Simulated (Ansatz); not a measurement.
# BP (F-43m) in Ansatz: further runs, part 2 of 2

Ansatz 0.2.0.

## (4) Phonons, PBE

Input file input.yaml:

```yaml
crystal:
  lattice:
    - [0.0, 2.269, 2.269]
    - [2.269, 0.0, 2.269]
    - [2.269, 2.269, 0.0]
  atoms:
    - { symbol: P, position: [0.75, 0.75, 0.75] }
    - { symbol: B, position: [0.0, 0.0, 0.0] }
hamiltonian:
  xc: pbe
  pseudopotentials: { kind: paw }
kpoints:
  mp_grid: { grid: [7, 7, 7] }
scf:
  occupations: { method: fixed }
phonons:
  method: dfpt
  dielectric: true
  rigid_motions: translations
  qmesh: [2, 2, 2]
  temperatures: { t_max: 1000, t_step: 100 }
  qpath:
    path:
      - [[0.0, 0.0, 0.0], [0.5, 0.0, 0.5], [0.5, 0.25, 0.75], [0.375, 0.375, 0.75], [0.0, 0.0, 0.0], [0.5, 0.5, 0.5], [0.625, 0.25, 0.625], [0.5, 0.25, 0.75], [0.5, 0.5, 0.5], [0.375, 0.375, 0.75]]
      - [[0.625, 0.25, 0.625], [0.5, 0.0, 0.5]]
    npoints: 8
```

Potentials or basis: Ansatz PAW.

On the command line:

```bash
$ ansatz run input.yaml --threads 2 --pin off --max-ram 5632MiB --backend cpu --events-out ev --progress --plain --runs-dir out
```

The program printed:

```text
Warning: phonons: the dynamical matrix that this run interpolates holds no multipole term above the dipole-dipole one, and a site of this crystal is no centre of inversion, so its interpolated transverse optical and acoustic branches and sound speeds can stay off near Gamma, and the density of states and the thermodynamics with them. What a run solves at a wave vector of phonons.qpoints, Gamma apart, where the deck admits one, is free of this, and under fd what a larger phonons.supercell samples
[... 136 lines left out ...]
  largest difference from the sums on the solved wave vectors: F 4.16e-2 eV, S 7.39e-5 and C_V 3.23e-5 eV/K
  zero-point energy: 0.201482 eV/cell   skipped modes (ω ≤ 0): 3   left out of the sums: 3.62e-5 of the cell's modes: C_V's classical limit lies that fraction below 3 k_B per atom; for a crystal, a wire or a layer, F and S can be off by more, and a phonons.interpolated_qmesh denser along its periods is the remedy for the sampling
```

optical_modes.tsv:

```text
# format = ansatz-optical-modes/1
# cell_volume_ang3 = 2.3363262218000003e1
[... 9 lines left out ...]
0e0	1e0	0e0	8.104533972778141e2	1	7.431956204345814e-1	2.6652454987005538e-36	-2.9301448061821603e-19	-1.338418655099258e-35	3.221372511231063e-2	1.4714443651245132e-18	6.721198843375178e-35
0e0	0e0	1e0	8.058710419916357e2	2	1.4863912408691633e0	3.221372511231063e-2	-1.4321333363695276e-21	-1.1709122158037867e-18	3.2213725112310646e-2	6.874131461458177e-16	1.4668846986247036e-29
0e0	0e0	1e0	8.104533972778142e2	1	7.431956204345814e-1	1.4571635588766992e-35	1.4588844096619344e-32	-6.851325881121862e-19	1.4606072927018242e-29	-6.85941701780354e-16	3.221372511231063e-2
```

phbands.tsv:

```text
# q_distance	omega_0_inv_cm	omega_1_inv_cm	omega_2_inv_cm	omega_3_inv_cm	omega_4_inv_cm	omega_5_inv_cm	omega_0_thz	omega_1_thz	omega_2_thz	omega_3_thz	omega_4_thz	omega_5_thz
# format = ansatz-phbands/1
[... 84 lines left out ...]
8.765458	311.166676	320.744618	526.158417	708.606200	709.520862	784.720037	9.328542	9.615682	15.773833	21.243479	21.270900	23.525315
8.826648	312.251224	314.693349	528.287248	708.456816	708.683131	785.724224	9.361056	9.434269	15.837653	21.239001	21.245786	23.555420
8.887838	312.612795	312.612795	529.002282	708.402537	708.402537	786.069168	9.371896	9.371896	15.859089	21.237374	21.237374	23.565761
```

It took 68 s on 2 threads of Intel Xeon at 2.70GHz, shared host; peak memory 0.54 GiB.

Results:

```yaml
Free_energy: -912.4407 eV
Band_gap_on_the_k_mesh: 1.24 eV, indirect (least direct gap 3.40 eV)
Electronic_dielectric_tensor_diagonal: 9.16
Born_charges_mean_of_the_diagonal: P +0.51; B -0.51 e
Highest_phonon_frequency_LO-TO_splitting_left_out: 806 cm⁻¹
Static_dielectric_tensor_diagonal: 9.26
```

Phonon frequencies in cm⁻¹ (negative: imaginary):
| q point | frequencies |
| --- | --- |
| (0.000, 0.000, 0.000) | 0 0 0 806 806 806 |
| (0.000, 0.000, -0.500) | 224 224 510 757 764 764 |
| (0.000, -0.500, -0.500) | 313 313 529 708 708 786 |

Electronic dielectric tensor:
```
9.16 0.00 0.00
0.00 9.16 0.00
0.00 0.00 9.16
```

Born effective charge tensors (e):
atom 1, P
```
0.51 0.00 0.00
0.00 0.51 0.00
0.00 0.00 0.51
```
atom 2, B
```
-0.51  0.00  0.00
 0.00 -0.51  0.00
 0.00  0.00 -0.51
```

Static dielectric tensor, electrons and zone-centre modes:
```
9.26 0.00 0.00
0.00 9.26 0.00
0.00 0.00 9.26
```

Caveat: odd divisions of the mesh miss points on the zone boundary, where band edges often lie, so the gap on the mesh can be too wide; the q mesh is small, so phonon branches between its points and thermal values are rough. A k mesh can miss the band edges.

## (5) Elastic constants, PBE

Input file input.yaml:

```yaml
crystal:
  lattice:
    - [0.0, 2.269, 2.269]
    - [2.269, 0.0, 2.269]
    - [2.269, 2.269, 0.0]
  atoms:
    - { symbol: P, position: [0.75, 0.75, 0.75] }
    - { symbol: B, position: [0.0, 0.0, 0.0] }
hamiltonian:
  xc: pbe
  pseudopotentials: { kind: paw }
kpoints:
  mp_grid: { grid: [7, 7, 7] }
scf:
  occupations: { method: fixed }
output:
  forces: true
  stress: true
elastic:
  mode: clamped_ion
  stencil: two_point
```

Potentials or basis: Ansatz PAW.

On the command line:

```bash
$ ansatz run input.yaml --threads 2 --pin off --max-ram 5632MiB --backend cpu --events-out ev --progress --plain --runs-dir out
```

The program printed:

```text
Warning: RAYON_NUM_THREADS=2 ignored (pool sized by the plan → 2); use --threads N
Engine: ansatz 0.2.0, x86_64-unknown-linux-gnu
Pseudopotentials: kind: paw
Pseudopotential: P, paw, valence charge 5, recommended cutoff 420 eV (normal), P.paw.azcp
Pseudopotential: B, paw, valence charge 3, recommended cutoff 420 eV (normal), B.paw.azcp
Functional definition: PBE
  parameter kappa = 0.804
  parameter beta = 0.06672455060314922
  exchange = pbe_x(kappa = kappa, mu = beta*pi^2/3)
  correlation = pbe_c(beta = beta)
Crystal: 2 atoms, lattice volume = 23.363 Å³
Basis set: ecut = 420 eV, 459 PW (Γ), exchange–correlation on 48×48×48 points (8 copies of the dense FFT grid, shifted against one another)
Bands: 8, of which v1, the nominal top of the filled ones, is band 4 counted from 1 (3 counted from 0)
Symmetry: 24 space group operations
Space group: F-43m (ITA 216), of the structure as read, at distance tolerance 2.9e-5 Å
k-points: 20 of 343 (time reversal used)
Non-local potential: P, projectors of the file, l = 0: 2, l = 1: 2, l = 2: 2
Non-local potential: B, projectors of the file, l = 0: 2, l = 1: 2, l = 2: 1
PAW form: soft (Blöchl's): semilocal exchange-correlation on the pseudo side does not see the compensation charge
PAW one-centre angular grid: P, 110 points (default); XC on 64 Gauss nodes
PAW one-centre angular grid: B, 110 points (default); XC on 64 Gauss nodes
Initial density: superposition of atomic densities (neutral atoms: chi_scale 0, normalization atom), corrected by the library's trained network
[... 82 lines left out ...]
  max |Σ_I F_I| component: 3.52e-16 eV/Å
--- Stress (GPa, compression-positive) ---
        1.176596       0.000000      -0.000000
       -0.000000       1.176596       0.000000
       -0.000000       0.000000       1.176596
  P = ⅓ Tr σ = 1.1766 GPa (11.766 kbar)
--- Band table (eV; the first three rows and the last of 20) ---
  k-point 0: bands = ["-6.1909", "9.2667", "9.2667", "9.2667", "12.6697", "12.6697", "12.6697", "16.6384"]
  k-point 1: bands = ["-5.8245", "6.9998", "8.7389", "8.7389", "13.2472", "13.3949", "13.3949", "17.6347"]
  k-point 2: bands = ["-4.7604", "3.5899", "7.9851", "7.9851", "13.2219", "14.1066", "14.1066", "19.1579"]
  k-point 19: bands = ["-1.3112", "1.2697", "3.1375", "4.8347", "13.3029", "16.1159", "17.2492", "17.7299"]
--- Elastic constants: 2 strain directions × 2 members + reference (group order 24) ---
  dense FFT box of the reference and of every strained cell: 24×24×24
  strains applied: 11, 23; error gains: componentwise 1.00 (the most a stress slope's error grows in a printed constant), spectral 1.73 (1 for all six strains in a standard setting)
  C = ∂σ_k/∂η_j (tension-positive GPa; Voigt order 11 22 33 23 13 12):
       343.920     77.385     77.385      0.000      0.000     -0.000
        77.385    343.920     77.385      0.000      0.000     -0.000
        77.385     77.385    343.920      0.000      0.000     -0.000
         0.000     -0.000     -0.000    205.535      0.000     -0.000
        -0.000     -0.000      0.000     -0.000    205.535      0.000
         0.000     -0.000     -0.000      0.000      0.000    205.535
  reference stress σ⁰ (GPa):     -1.177     -1.177     -1.177     -0.000      0.000      0.000
  C* (energy form; C + prestress term) asymmetry max|C*_kj − C*_jk| = 2.842e-14 GPa — a small one proves nothing (zero by symmetry where the batch's group is 432, −43m or m−3m); a large one is finite-difference/SCF noise where every solve meets its electron count
  moduli (Voigt/Reuss/Hill, GPa): K = 166.23/166.23/166.23   G = 176.63/168.90/172.76   E = 384.94   ν = 0.114
  mechanically stable: yes (min eigenvalue of sym C = 205.53 GPa)
  strain η (Voigt 11):  stress-route row diagonal C_11 = 343.92 GPa, energy-path curvature d²(F+E_count+ΔE)/dδ²/Ω₀ = 344.53 GPa
         δ    σ_11 (GPa)             F (eV)   n_scf  n_hpsi   n_pw
    -2.000e-3      -1.8661        -912.4402628       7    5905    471
     2.000e-3      -0.4905        -912.4409705       5    5111    471
  strain η (Voigt 23):  stress-route row diagonal C_44 = 205.53 GPa, energy-path curvature d²(F+E_count+ΔE)/dδ²/Ω₀ = 206.55 GPa
         δ    σ_23 (GPa)             F (eV)   n_scf  n_hpsi   n_pw
    -2.000e-3      -0.4111        -912.4406545       7    9872    471
     2.000e-3       0.4111        -912.4406545       5    7979    471
```

elastic_members.tsv:

```text
# convention: tension-positive GPa; Voigt order 11 22 33 23 13 12; engineering shear strains; stresses and constants hold the Pulay correction, whose part of sigma0, of c and of each member's stress the lines and columns named pulay_correction_..._gpa give (of c_energy it is that of c and, on the columns of strains 1 to 3, that of sigma0; of a layer's constants it is that of c in the plane, times a tenth of its plane spacing in ang); where a line pulay_correction_withheld stands none holds it
[... 13 lines left out ...]
3	2.0000000000e-3	-1.1770608991e0	-1.1781206709e0	-1.1781206709e0	4.1106919873e-1	4.4469334715e-15	2.7098500842e-15	-9.1244065452e2	-9.1244065452e2	5	7979	471	nan	nan	0.0000000000e0	-1.3337163033e-1	-1.3224713246e-1	-1.3224713246e-1	2.1717710717e-4	1.5063769999e-17	2.7141927926e-19	1.6721922351e-5	0.0000000000e0
```

It took 4.3 s on 2 threads of Intel Xeon at 2.70GHz, shared host; peak memory 0.32 GiB.

Results:

```yaml
Free_energy: -912.4407 eV
Pressure: 1.2 GPa
Band_gap_on_the_k_mesh: 1.24 eV, indirect (least direct gap 3.40 eV)
Clamped-ion_elastic_constants_C11_C12_C44: 344, 77, 206 GPa
Voigt_bulk_modulus: 166 GPa
```

Elastic tensor in Voigt notation (GPa, ions clamped, in the Cartesian axes of the cell as first typed):
```
344  77  77   0   0   0
 77 344  77   0   0   0
 77  77 344   0   0   0
  0   0   0 206   0   0
  0   0   0   0 206   0
  0   0   0   0   0 206
```

Caveat: odd divisions of the mesh miss points on the zone boundary, where band edges often lie, so the gap on the mesh can be too wide. As with any semilocal functional, this PBE gap is likely too small.

## (6) Overview

| task | level | k mesh | smearing | points for each segment of the path | q mesh | atoms under strain | mesh quality | gap on the mesh (eV) | pressure (GPa) |
| --- | --- | --- | --- | --- | --- | --- | --- | --- | --- |
| band structure | HSE06 | 5 × 5 × 5 | fermi-dirac 0.05 eV | 4 | - | - | coarse | 1.98 | -1.2 |
| Born charges and dielectric tensor | LDA | 10 × 10 × 10 | fixed | - | - | - | not flagged | 1.19 | - |
| phonons | PBE | 7 × 7 × 7 | fixed | 8 | 2 × 2 × 2 | - | not flagged | 1.24 | - |
| elastic constants | PBE | 7 × 7 × 7 | fixed | - | - | clamped | not flagged | 1.24 | 1.2 |

Alike in all rows: potentials or basis Ansatz PAW; no spin polarisation; cell as given; cutoff (eV) 420.

Caveats: some runs use coarse meshes; the PAW data sets come from PBE, with cores solved anew for the run's functional, which leaves a small shift of forces and pressure (some runs); odd divisions of the mesh miss points on the zone boundary, where band edges often lie, so the gap on the mesh can be too wide (some runs); the thresholds are loose for stress (some runs).

Absolute energies hang on the potentials; compare differences alone.
